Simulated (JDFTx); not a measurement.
## Ta: equation of state with PBEsol

**Experimental background.**

From “Refinement of the equation of state of tantalum”, 2004, arxiv:cond-mat/0403080, for a bulk crystal of Ta: bulk modulus 194 GPa.

The system is Ta.

```
Ta
1.0
    -1.65128    1.65128    1.65128
     1.65128   -1.65128    1.65128
     1.65128    1.65128   -1.65128
Ta
1
Cartesian
  0.0000 0.0000 0.0000
```

| Quantity | Value |
| --- | --- |
| Program | JDFTx 1.7.0 (patched build) |
| Task | equation of state |
| Functional | PBEsol |
| Potentials or basis | PseudoDojo-SR-PBEsol-0.4.1-standard with smoothed tails |
| Cutoff | 789 eV |
| Density cutoff | 3157 eV |
| k mesh | 11 × 11 × 11 |
| Occupations | fermi-dirac, width 0.05 eV |
| Spin | no spin polarisation |

```yaml
Equilibrium_volume: 17.64 Å³/atom
Bulk_modulus: 212 GPa
Pressure_derivative_of_the_bulk_modulus: 4.4
```

Energy against volume, from the lowest point:
```
volume (Å³/atom)  energy (meV/atom)
          16.930              20.26
          17.290               4.70
          17.650               0.00
          18.010               4.99
          18.371              18.63
          18.731              40.05
          19.091              68.48
```

A measured bulk modulus of Ta is 194 GPa (quoted in “Refinement of the equation of state of tantalum”, 2004, arxiv:cond-mat/0403080); the calculated 212 GPa misses it by +9.1 %. The fit is for a static lattice scaled at fixed shape and fixed fractional positions.

Spin-orbit coupling is left out, which matters for the levels of Ta.
